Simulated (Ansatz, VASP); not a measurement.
# One calculation of Lu, two programs

```
Lu
1.0
    -1.95411    1.95411    1.95411
     1.95411   -1.95411    1.95411
     1.95411    1.95411   -1.95411
Lu
1
Cartesian
  0.0000 0.0000 0.0000
```

This isn't the form of Lu at room conditions, which is hcp.

Alike in both runs: functional PBE; dispersion D3(BJ); k mesh 7 × 7 × 7; no spin polarisation.

```csv
,VASP,Ansatz
version,VASP 6.6.1,Ansatz 0.2.0
potentials or method,"VASP PAW PBE potentials, release 64 (Lu)",SSSP efficiency PAW
plane-wave cutoff (eV),520,612
occupations,"methfessel-paxton of order 1, width 0.15 eV","cold, width 0.15 eV"
valence electrons in the cell,25,25
task,single point,band structure
```

Ansatz gave:

* gap on the k mesh at the Fermi level (eV): none
* pressure (GPa): -2.4
* dispersion energy (meV/atom): -344.0

Q: Which values does VASP return?

A: gap on the k mesh at the Fermi level (eV): none; pressure (GPa): -2.3; dispersion energy (meV/atom): -343.9.

A gap of «none» marks a metal or a gap that the smearing closes.

Caveats: pairwise dispersion overbinds metals, which lowers pressure and volume; spin-orbit coupling is left out, which moves the levels of the heavy elements (Ansatz). Spin-orbit coupling is left out, which matters for the levels of Lu.
